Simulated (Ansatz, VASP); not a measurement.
## Two plane-wave programs on Mn3Sn

Contents of INCAR:

```
PREC     = Accurate       # precision mode
ENCUT    = 520            # plane-wave cutoff, eV
EDIFF    = 1E-7           # SCF threshold, eV
ISMEAR   = -1             # smearing method
SIGMA    = 0.05           # smearing width, eV
LREAL    = F              # projectors in reciprocal space
LASPH    = T              # aspherical terms in the spheres
NELM     = 150            # most SCF steps
ALGO     = Normal         # electronic algorithm
ISIF     = 2              # what is computed and relaxed
LWAVE    = F              # write WAVECAR
LCHARG   = F              # write CHGCAR
ISPIN    = 2              # spin polarisation
MAGMOM   = 0 4 4 4        # initial moments
LORBIT   = 11             # projections on sites
LMAXMIX  = 4              # l up to which the mixer works
GGA      = PE             # functional
NBANDS   = 38             # bands
```

Contents of KPOINTS:

```
Automatic mesh
0
Gamma
  8 8 8
```

The input POSCAR:

```
Mn3Sn
1.0
    0.0000000000      3.0399551395      3.0399551395
    3.0399551395      0.0000000000      3.0399551395
    3.0399551395      3.0399551395      0.0000000000
Sn Mn
1 3
Direct
    0.0000000000      0.0000000000      0.0000000000
    0.5000000000      0.5000000000      0.5000000000
    0.2500000000      0.2500000000      0.2500000000
    0.7500000000      0.7500000000      0.7500000000
```

input.yaml

```yaml
crystal:
  lattice:
    - [0.0, 3.0399551395, 3.0399551395]
    - [3.0399551395, 0.0, 3.0399551395]
    - [3.0399551395, 3.0399551395, 0.0]
  atoms:
    - { symbol: Sn, position: [0.0, 0.0, 0.0] }
    - { symbol: Mn, position: [0.5, 0.5, 0.5], spin: 4.0 }
    - { symbol: Mn, position: [0.25, 0.25, 0.25], spin: 4.0 }
    - { symbol: Mn, position: [0.75, 0.75, 0.75], spin: 4.0 }
hamiltonian:
  xc: pbe
  pseudopotentials: { kind: paw }
magnetization:
  spin_polarized: true
kpoints:
  mp_grid: { grid: [8, 8, 8] }
scf:
  occupations: { method: fermi_dirac, width: 0.05 }
output:
  forces: true
  stress: true
  eigenvalues: true
```

Change from the starting cell: volume scaled by 0.98.

Alike in both runs: task single point; functional PBE; k mesh 8 × 8 × 8; occupations fermi-dirac, width 0.05 eV; collinear spin, ferromagnetic start.

|  | VASP | Ansatz |
| --- | --- | --- |
| version | VASP 6.6.1 | Ansatz 0.2.0 |
| potentials or method | VASP PAW PBE potentials, release 64 (Sn_d, Mn_pv) | Ansatz PAW |
| plane-wave cutoff (eV) | 520 | 420 |
| valence electrons in the cell | 53 | 59 |

Ansatz gave:

| Property | Result |
| --- | --- |
| gap on the k mesh at the Fermi level (eV) | none |
| pressure (GPa) | -3.0 |
| net moment per atom (μB) | 0.25 |
| size of the moment on the site where the two differ most (μB) | 3.17 |

Q: Which values does VASP return?

A: gap on the k mesh at the Fermi level (eV): none; pressure (GPa): 3.7; net moment per atom (μB): 1.76; size of the moment on the site where the two differ most (μB): 1.55.

The net moments differ so much that the two runs ended in different magnetic states, which moves the other rows too. Site moments also hang on the region over which each program counts them. A gap of «none» marks a metal or a gap that the smearing closes. The two sets of potentials don't hold the same shells in valence.

Caveats: the starting moments weren't kept (Ansatz).
